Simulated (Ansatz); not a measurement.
# FeGe (CsCl type): how the settings move a single-point run

Question: which choices in the input matter for FeGe (CsCl type)?

Program: Ansatz 0.2.0. Level of theory: reference: DFT, r2SCAN, all-electron PAW with datasets made for the crystal, scalar-relativistic. These are calculated values, not measurements.

## (1) The starting structure

The structure is cubic, space group Pm-3m (No. 221). Conventional cell: a = 2.106 Å, b = 2.106 Å, c = 2.106 Å, α = 90.00°, β = 90.00°, γ = 90.00°. Around Fe (site symmetry m-3m) lie 8 Ge at 1.82 Å. Ge (site symmetry m-3m) has 8 Fe at 1.82 Å as nearest neighbours.

Structure file:

```xyz
2
Lattice="2.1057 0.0000 0.0000 0.0000 2.1057 0.0000 0.0000 0.0000 2.1057" Properties=species:S:1:pos:R:3 pbc="T T T"
Fe    0.0000    0.0000    0.0000
Ge    1.0528    1.0528    1.0528
```

## (2) Reference

Input file input.yaml:

```yaml
crystal:
  lattice:
    - [2.1056861236, 0.0, 0.0]
    - [0.0, 2.1056861236, 0.0]
    - [0.0, 0.0, 2.1056861236]
  atoms:
    - { symbol: Fe, position: [0.0, 0.0, 0.0], spin: 2.5 }
    - { symbol: Ge, position: [0.5, 0.5, 0.5] }
magnetization:
  spin_polarized: true
kpoints:
  mp_grid: { grid: [14, 14, 14] }
scf:
  occupations: { method: fermi_dirac, width: 0.1 }
hamiltonian:
  xc: r2scan
  pseudopotentials: { kind: all_electron, datasets: crystal }
output:
  forces: true
  stress: true
  eigenvalues: true
```

The run is started by

```sh
ansatz run input.yaml --threads 1 --pin off --max-ram 3072MiB --backend cpu --events-out ev --progress --plain --runs-dir out
```

## (3) Variant: xc revpbe

input.yaml: that of step 2 with these lines changed.

```diff
@@ -15,3 +15,3 @@
 hamiltonian:
-  xc: r2scan
+  xc: revpbe
   pseudopotentials: { kind: all_electron, datasets: crystal }
```

Q: Predict the outcome of this session. Wanted: for each run, ending; energy change; pressure; gap; force.

**Answer**, as computed:

| run | ending | energy change | pressure (GPa) | gap (eV) | force (eV/Å) | cycles | time |
| --- | --- | --- | --- | --- | --- | --- | --- |
| reference | converged | - | 1517.2 | 0.00 | 0.00 | 9 | 1.9 min |
| 1: xc revpbe | converged | not comparable | 1553.2 | 0.00 | 0.00 | 8 | 73 s |

Residual by cycle in the longest SCF loop of each run; runs are numbered as in the table. The quantity is the density residual dr2, in eV.

| cycle | reference | run 1 |
| --- | --- | --- |
| 1 | 0.0224 | 0.0124 |
| 2 | 0.0187 | 0.00894 |
| 3 | 0.0055 | 0.00268 |
| 4 | 8.2e-5 | 0.00324 |
| 5 | 8.1e-5 | 8.5e-5 |
| 6 | 2.3e-5 | 2.3e-5 |
| 7 | 3.6e-6 | 4.9e-8 |
| 8 | 4.4e-8 | 3.0e-9 |
| 9 | 4.5e-9 | - |

**Reading.** A change of functional puts the total energy on another scale; the pressure goes from 1517.2 to 1553.2 GPa. At this fixed cell a higher pressure means that this functional prefers a larger volume than the reference. Cost: 8 SCF cycles against 9, 73 s against 1.9 min. The structure is not at rest: the sound run finds 1517 GPa, so these are no properties of the relaxed crystal. 
